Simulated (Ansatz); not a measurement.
Relaxed BeO (wurtzite):

```
CELL_PARAMETERS angstrom
      5.38097     0.00000     0.00000
     -1.34524     2.33003     0.00000
      0.00000     0.00000     4.36988
ATOMIC_POSITIONS crystal
  Be 0.33333 0.33333 0.00145
  Be 0.83333 0.33333 0.00145
  Be 0.16667 0.66667 0.50145
  Be 0.66667 0.66667 0.50145
  O  0.33333 0.33333 0.62375
  O  0.83333 0.33333 0.62375
  O  0.16667 0.66667 0.12375
  O  0.66667 0.66667 0.12375
```

The atoms are displaced by Q × the pattern below (from a DFPT mode at M = (0.5, 0.0, 0.0), largest move 1; Q in Å), at fixed cell. (q is in reciprocal vectors of the primitive cell; the cell shown is doubled to hold the pattern.)

```
atom       x       y      z
----  ------  ------  -----
Be1    0.449  -0.777  0.000
Be2   -0.449   0.777  0.000
Be3   -0.449   0.777  0.000
Be4    0.449  -0.777  0.000
O5    -0.500   0.866  0.000
O6     0.500  -0.866  0.000
O7     0.500  -0.866  0.000
O8    -0.500   0.866  0.000
```

All values below come from r2SCAN (plane waves to 500 eV, PAW, scalar-relativistic; Ansatz, a quantum-chemistry and plane-wave program). k mesh 7×14×8 (Γ-centred), Fermi-Dirac smearing 0.05 eV. E stands for the smeared free energy. BeO was relaxed with its symmetry unable to fall. ΔE is measured from the undisplaced structure.

```tsv
Q (Å)	ΔE (meV/cell)
-0.280	3384
-0.187	1521
-0.093	381
0.000	0
0.093	381
0.187	1521
0.280	3384
```

Which DFPT wavenumber at M = (0.5, 0.0, 0.0) belongs to this mode?
A) 332 cm⁻¹
B) 609 cm⁻¹
C) 506 cm⁻¹
D) 706 cm⁻¹

C, 506 cm⁻¹. The curvature of the scan gives 506 cm⁻¹

(A displaced cell: forces are minus the slopes of the energy, force constants its curvatures, and phonons follow from these.)
